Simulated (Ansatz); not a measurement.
**Sr: what symmetry allows forces and stress to be**

```yaml
crystal:
  lattice:
    - [-3.82991, 3.97985, 3.75683]
    - [3.97985, -3.82991, 3.75683]
    - [4.32893, 4.32893, -3.58250]
  atoms:
    - { symbol: Sr, position: [0.16057, 0.66057, 0.80462] }
    - { symbol: Sr, position: [0.83613, 0.33613, 0.20588] }
    - { symbol: Sr, position: [0.66186, 0.84145, 0.49475] }
    - { symbol: Sr, position: [0.34145, 0.16186, 0.49475] }
```

The calculation used Ansatz, DFT PBE, scalar-relativistic, plane waves, PAW.

Settings: cutoff 420 eV, Γ-centred mesh 8×8×6 on the computed 4-atom cell, Gaussian smearing of 0.10 eV; no spin polarisation.

This distorted cell has space group Cm, with 2 operations.

Without a calculation: in which directions can each atom feel a force?

A force must be left unchanged by every operation that keeps its atom in place, so it lies in the space that those operations leave fixed. Atoms that the group maps onto each other feel forces of one size.
```json
{"atom": "Sr1", "site symmetry": "m", "operations at the site": "2", "equivalent to atom": "1", "allowed force (Cartesian)": "in the plane normal to (0.71, -0.71, 0.00)"}
{"atom": "Sr2", "site symmetry": "m", "operations at the site": "2", "equivalent to atom": "2", "allowed force (Cartesian)": "in the plane normal to (0.71, -0.71, 0.00)"}
{"atom": "Sr3", "site symmetry": "1", "operations at the site": "1", "equivalent to atom": "3", "allowed force (Cartesian)": "any direction"}
{"atom": "Sr4", "site symmetry": "1", "operations at the site": "1", "equivalent to atom": "3", "allowed force (Cartesian)": "any direction"}
```

That leaves 7 independent force components of 12, tied by 2 conditions that the forces sum to zero, so 5 remain. A relaxation in this cell that keeps the symmetry moves the atoms in these directions alone.

And the stress tensor?

It must be invariant under the point group, which leaves 4 independent components: xx = yy, yz = xz.

Do the computed values obey this?

Yes. Forces (eV/Å):
```
Sr1  0.403  0.403 -0.077
Sr2 -0.463 -0.463  0.155
Sr3 -0.332  0.392 -0.039
Sr4  0.392 -0.332 -0.039
```

Stress (GPa, compression positive, xx yy zz yz xz xy): 0.39 0.39 -1.51 -0.14 -0.14 -0.92. The program imposes the same operations on density, forces and stress, so this confirms the analysis and is no independent test of the calculation.

This form isn't the element's structure at ambient conditions.